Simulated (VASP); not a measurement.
Te: relaxation of shape and atoms at fixed volume with PBEsol

The system is Te.

```
Te
1.0
     4.31487    0.00000    0.00000
    -2.15744    3.73679    0.00000
     0.00000    0.00000    5.96232
Te
3
Cartesian
  1.2277 0.0000 1.9874
  -0.6139 1.0632 3.9749
  1.5436 2.6736 5.9623
```

| Item | Value |
| --- | --- |
| Program | VASP 6.6.1 |
| Task | relaxation of shape and atoms at fixed volume |
| Functional | PBEsol |
| Potentials or basis | VASP PAW PBE potentials, release 64 (Te) |
| Cutoff | 600 eV |
| k mesh | 9 × 9 × 6 |
| Occupations | gaussian, width 0.03 eV |
| Spin | no spin polarisation |
| Further INCAR settings | ALGO = Normal; EDIFF = 1e-07; IBRION = 2; EDIFFG = -0.01; NSW = 40; ISIF = 4 |

* Pressure after relaxing: 0.0 GPa
* Band gap on the k mesh: none (metal or under the smearing width)

Final structure:
```yaml
crystal:
  lattice:
    - [4.31487, 0.00000, 0.00000]
    - [-2.15744, 3.73679, 0.00000]
    - [0.00000, 0.00000, 5.96232]
  atoms:
    - { symbol: Te, position: [0.28453, 0.00000, 0.33333] }
    - { symbol: Te, position: [0.00000, 0.28453, 0.66667] }
    - { symbol: Te, position: [0.71547, 0.71547, 0.00000] }
```

Levels at points of the mesh, in eV from the Fermi level:
```tsv
k point	band 6	band 7	band 8	band 9	band 10	band 11	band 12	band 13
(0.00, 0.00, 0.00)	-2.61	-1.79	-1.79	-1.15	0.98	0.98	1.67	4.78
(0.00, 0.00, 0.50)	-2.67	-1.28	-0.86	-0.86	0.23	0.29	0.29	3.61
```

It took 78 s on 1 thread of Intel(R) Xeon(R) Platinum 8259CL CPU @ 2.50GHz (Skylake/Cascade Lake), on a shared host, peak memory 0.28 GiB.

Caveat: the relaxation stopped at its first step, so nothing moved; the PAW data sets were made with another functional, which shifts forces and pressure a little. Spin-orbit coupling is left out, which matters for the levels of Te.
